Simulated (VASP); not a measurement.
# CdS (F-43m) in VASP: Born charges and dielectric tensor with LDA

Aim: the Born charges and dielectric tensor of CdS with LDA.

All numbers are computed with VASP 6.6.1; they aren't measurements. Logs are shortened: lines on timing, memory, paths and dates and some standing lists are left out, and cuts for length are marked.

## 1. The structure

It takes space group F-43m (No. 216, cubic). Conventional cell: a = 5.771 Å, b = 5.771 Å, c = 5.771 Å, α = 90.00°, β = 90.00°, γ = 90.00°. Cd (site symmetry -43m) is surrounded by 4 S at 2.50 Å. S (site symmetry -43m) has 4 Cd at 2.50 Å as nearest neighbours.

The cell is a database's computed one.

## 2. Born charges and dielectric tensor, LDA

INCAR

```
PREC = Accurate
ENCUT = 600
EDIFF = 1E-8
ISMEAR = 0
SIGMA = 0.02
LREAL = False
LASPH = True
NELM = 100
ALGO = Fast
ISIF = 2
LWAVE = False
LCHARG = False
LEPSILON = True
IBRION = 8
NSW = 1
```

KPOINTS

```
regular mesh
0
Gamma
  10 10 10
```

POSCAR

```
CdS
1.0
    0.0000000000      2.8855000000      2.8855000000
    2.8855000000      0.0000000000      2.8855000000
    2.8855000000      2.8855000000      0.0000000000
Cd S
1 1
Direct
    0.0000000000      0.0000000000      0.0000000000
    0.7500000000      0.7500000000      0.7500000000
```

Potentials or basis: VASP PAW LDA potentials, release 64 (Cd, S).

Launch:

```
$ cat potpaw_LDA.64/Cd/POTCAR potpaw_LDA.64/S/POTCAR > POTCAR
$ mpirun -np 1 vasp_std > vasp.out
```

OUTCAR:

```text
PREC = Accurate
   ENCUT = 600
   EDIFF = 1E-8
   ISMEAR = 0
   LREAL = False
   LASPH = True
   NELM = 100
   ISIF = 2
   LEPSILON = True
   IBRION = 8
   NSW = 1

 ion  position               nearest neighbor table
   1  0.000  0.000  0.000-   2 2.50   2 2.50   2 2.50   2 2.50
   2  0.750  0.750  0.750-   1 2.50   1 2.50   1 2.50   1 2.50

  LATTYP: Found a face centered cubic cell.
 ALAT       =     5.7710000000

  Lattice vectors:

 A1 = (   0.0000000000,   2.8855000000,   2.8855000000)
 A2 = (   2.8855000000,   0.0000000000,   2.8855000000)
 A3 = (   2.8855000000,   2.8855000000,   0.0000000000)

Analysis of symmetry for initial positions (statically):
=====================================================================
 Subroutine PRICEL returns:
 Original cell was already a primitive cell.

 Routine SETGRP: Setting up the symmetry group for a
 face centered cubic supercell.

 Subroutine GETGRP returns: Found 24 space group operations
 (whereof 24 operations were pure point group operations)
 out of a pool of 48 trial point group operations.

The static configuration has the point symmetry T_d .

Analysis of symmetry for dynamics (positions and initial velocities):
=====================================================================
 Subroutine PRICEL returns:
 Original cell was already a primitive cell.

 Routine SETGRP: Setting up the symmetry group for a
 face centered cubic supercell.

 Subroutine GETGRP returns: Found 24 space group operations
 (whereof 24 operations were pure point group operations)
 out of a pool of 48 trial point group operations.

The dynamic configuration has the point symmetry T_d .

 Subroutine INISYM returns: Found 24 space group operations
 (whereof 24 operations are pure point group operations),
 and found     1 'primitive' translations

----------------------------------------------------------------------------------------

                                     Primitive cell
[... 618 lines left out ...]

 MACROSCOPIC STATIC DIELECTRIC TENSOR (including local field effects in DFT)
 ------------------------------------------------------
           6.855525     0.000000    -0.000000
          -0.000000     6.855525    -0.000000
          -0.000000     0.000000     6.855525
 ------------------------------------------------------

 PIEZOELECTRIC TENSOR (including local field effects)  for field in x, y, z        (e  Angst)
          XX          YY          ZZ          XY          YZ          ZX
  --------------------------------------------------------------------------------
  x    -0.00000    -0.00000    -0.00000     0.00000     1.89569    -0.00000
  y    -0.00000     0.00000    -0.00000     0.00000     0.00000     1.89569
  z    -0.00000    -0.00000    -0.00000     1.89569     0.00000     0.00000

 PIEZOELECTRIC TENSOR (including local field effects)  for field in x, y, z        (C/m^2)
          XX          YY          ZZ          XY          YZ          ZX
  --------------------------------------------------------------------------------
  x    -0.00000    -0.00000    -0.00000     0.00000     0.63210    -0.00000
  y    -0.00000     0.00000    -0.00000     0.00000     0.00000     0.63210
  z    -0.00000    -0.00000    -0.00000     0.63210     0.00000     0.00000

 BORN EFFECTIVE CHARGES (including local field effects) (in |e|, cummulative output)
 ---------------------------------------------------------------------------------
 ion    1
    1     2.15490     0.00000     0.00000
    2    -0.00000     2.15490    -0.00000
    3     0.00000    -0.00000     2.15490
 ion    2
    1    -2.15490    -0.00000    -0.00000
    2     0.00000    -2.15490     0.00000
    3    -0.00000     0.00000    -2.15490

 INTERNAL STRAIN TENSOR FOR ION    2 for displacements in x,y,z  (eV/Angst):
          X           Y           Z          XY          YZ          ZX
  --------------------------------------------------------------------------------
  x     0.00000     0.00000     0.00000     0.00000     7.15186     0.00000
  y     0.00000     0.00000     0.00000     0.00000     0.00000     7.15186
  z     0.00000     0.00000     0.00000     7.15186     0.00000     0.00000

 SECOND DERIVATIVES (NOT SYMMETRIZED)
 ------------------------------------
               1X          1Y          1Z          2X          2Y          2Z
  1X    -5.533551    0.000000    0.000000    5.533551   -0.000000   -0.000000
  1Y     0.000000   -5.533551    0.000000   -0.000000    5.533551   -0.000000
  1Z     0.000000    0.000000   -5.533551   -0.000000   -0.000000    5.533551
  2X     5.513994    0.000000    0.000000   -5.513994   -0.000000   -0.000000
  2Y     0.000000    5.513994    0.000000   -0.000000   -5.513994   -0.000000
  2Z     0.000000    0.000000    5.513994   -0.000000   -0.000000   -5.513994

 Eigenvectors and eigenvalues of the dynamical matrix
 ----------------------------------------------------

   1 f  =    7.352371 THz    46.196310 2PiTHz  245.248703 cm-1    30.406950 meV
             X         Y         Z           dx          dy          dz
      0.000000  0.000000  0.000000    -0.471760    0.000000    0.000000
      4.328250  4.328250  4.328250     0.881727    0.000000    0.000000
[... 21 lines left out ...]
   6 f/i=    0.005414 THz     0.034018 2PiTHz    0.180594 cm-1     0.022391 meV
             X         Y         Z           dx          dy          dz
      0.000000  0.000000  0.000000     0.000000    0.000000   -0.881727
      4.328250  4.328250  4.328250     0.000000    0.000000   -0.471760

--------------------------------------------------------------------------------------------------------

 MACROSCOPIC STATIC DIELECTRIC TENSOR IONIC CONTRIBUTION
 ------------------------------------------------------
           3.165853    -0.000000    -0.000000
          -0.000000     3.165853    -0.000000
          -0.000000    -0.000000     3.165853
 ------------------------------------------------------

 ELASTIC MODULI CONTR FROM IONIC RELAXATION (kBar)
 Direction    XX          YY          ZZ          XY          YZ          ZX
 --------------------------------------------------------------------------------
 XX          -0.0000     -0.0000     -0.0000     -0.0000     -0.0000     -0.0000
 YY          -0.0000     -0.0000     -0.0000     -0.0000     -0.0000     -0.0000
 ZZ          -0.0000     -0.0000     -0.0000     -0.0000     -0.0000     -0.0000
 XY          -0.0000     -0.0000     -0.0000   -313.3499      0.0000     -0.0000
 YZ          -0.0000     -0.0000     -0.0000      0.0000   -313.3499     -0.0000
 ZX          -0.0000     -0.0000     -0.0000     -0.0000     -0.0000   -313.3499
 --------------------------------------------------------------------------------

 PIEZOELECTRIC TENSOR IONIC CONTR  for field in x, y, z        (C/m^2)
          XX          YY          ZZ          XY          YZ          ZX
  --------------------------------------------------------------------------------
  x    -0.00000    -0.00000    -0.00000     0.00000    -0.93720    -0.00000
  y    -0.00000    -0.00000    -0.00000     0.00000    -0.00000    -0.93720
  z    -0.00000    -0.00000    -0.00000    -0.93720     0.00000    -0.00000
```

Wall time 11 min (1 thread of Intel Xeon Platinum 8488C (Sapphire Rapids), shared host); peak memory 0.46 GiB.

What came out:

```yaml
Band_gap_on_the_k_mesh: 0.96 eV, direct
Electronic_dielectric_tensor_diagonal: 6.86
Born_charges_mean_of_the_diagonal: Cd +2.15; S -2.15 e
Highest_phonon_frequency_at_Γ_LO-TO_splitting_left_out: 245 cm⁻¹
```

Phonon frequencies in cm⁻¹ (negative: imaginary):
| q point | frequencies |
| --- | --- |
| (0.000, 0.000, 0.000) | 0 0 0 245 245 245 |

Electronic dielectric tensor:
```
6.86 0.00 0.00
0.00 6.86 0.00
0.00 0.00 6.86
```

Born effective charge tensors (e):
atom 1, Cd
```
2.15 0.00 0.00
0.00 2.15 0.00
0.00 0.00 2.15
```
atom 2, S
```
-2.15  0.00  0.00
 0.00 -2.15  0.00
 0.00  0.00 -2.15
```
